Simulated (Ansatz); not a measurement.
FeO:

```
Fe O
1.0
    -1.60210    1.60210    2.08339
     1.60210   -1.60210    2.08339
     1.60210    1.60210   -2.08339
Fe O
1 1
Direct
  0.00000 0.00000 0.00000
  0.50000 0.50000 0.00000
```

The cell comes from a database or a generator and needn't be the stable form of this composition.

Base run:

* Program: Ansatz 0.2.0
* Functional: PBE
* Potentials or basis: Ansatz PAW
* Cutoff: 420 eV (not typed: the program's choice for these potentials)
* k mesh: 10 × 10 × 10
* Occupations: fermi-dirac, width 0.05 eV
* Spin: collinear spin, ferromagnetic start
* Starting moments: [4.5, 0.0] μB
* Fixed moment: 4.5 μB

Its results: pressure 1.0 GPa; site moments Fe +3.59; O +0.46 μB.

Task: The run is repeated on the same cell with these changes: fixed moment from 4.5 μB to 1.5 μB; moments at the start from [4.5, 0.0] to [1.5, 0.0]. What comes out?

Result: Pressure -24.1 GPa; site moments Fe +1.41; O -0.03 μB.

Caveats: the total moment is fixed, so each spin has its own Fermi level; a cell with one magnetic atom can't hold antiferromagnetic order, which such compounds often take; the thresholds are loose for stress.
